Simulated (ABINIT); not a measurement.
Runs of ABINIT 10.8.3 (patched build) on Ta2N. It takes space group P-3m1 (No. 164, trigonal). The conventional cell has a = 3.113 Å, b = 3.113 Å, c = 4.870 Å, α = 90.00°, β = 90.00°, γ = 120.00°. Ta (site symmetry 3m) is surrounded by 3 N at 2.18 Å. N (site symmetry -3m) has 6 Ta at 2.18 Å as nearest neighbours. The cell comes from a database or a generator and needn't be the stable form of this composition.

```csv
task,level,potentials or basis,k mesh,cutoff (eV),stop of the response cycle (tolvrs),acoustic sum rule (asr),bands in the sums,broadening (eV),scissor shift (eV),gap on the mesh (eV),pressure (GPa),largest force (eV/Å)
single point,PBE,PseudoDojo NC SR PBE v0.4.1 standard,8 × 8 × 4,952,-,-,-,-,-,none,-1.7,0.01
phonons,LDA,PseudoDojo NC SR LDA v0.4.1 standard,"8 × 8 × 4, shifted",952,1e-08,1,-,-,-,-,-16.5,0.61
optical spectrum,LDA,PseudoDojo NC SR LDA v0.4.1 standard,"12 × 12 × 8, shifted",1143,-,-,22,0.05,0,-,-16.2,0.57
single point,LDA,PseudoDojo NC SR LDA v0.4.1 standard,8 × 8 × 4,1143,-,-,-,-,-,none,-16.2,0.51
optical spectrum,PBE,PseudoDojo NC SR PBE v0.4.1 standard,"12 × 12 × 8, shifted",952,-,-,22,0.15,0,-,-1.7,(a)
single point,LDA,PseudoDojo NC SR LDA v0.4.1 standard,8 × 8 × 4,952,-,-,-,-,-,none,-16.5,0.51
```

Alike in all rows: no spin polarisation; cell as given; smearing fermi-dirac 0.05 eV.

Q: Fill in the values left out.

A: (a) 0.08.

Caveats: so large a pressure means that the cell lies far from this level's equilibrium, or that cutoff or potentials fall short (some runs); the intraband (Drude) term is left out (some runs); spectra need much finer meshes, so this one isn't converged (some runs); the mesh is coarse for a metal's response (some runs); the cell is more than 3 GPa from zero pressure, which shifts response properties (some runs).

A k mesh can miss the band edges, and the runs leave out spin-orbit coupling on Ta.

A gap of «none» marks a metal or a gap under the smearing width.

Not every run made on this cell is shown here.
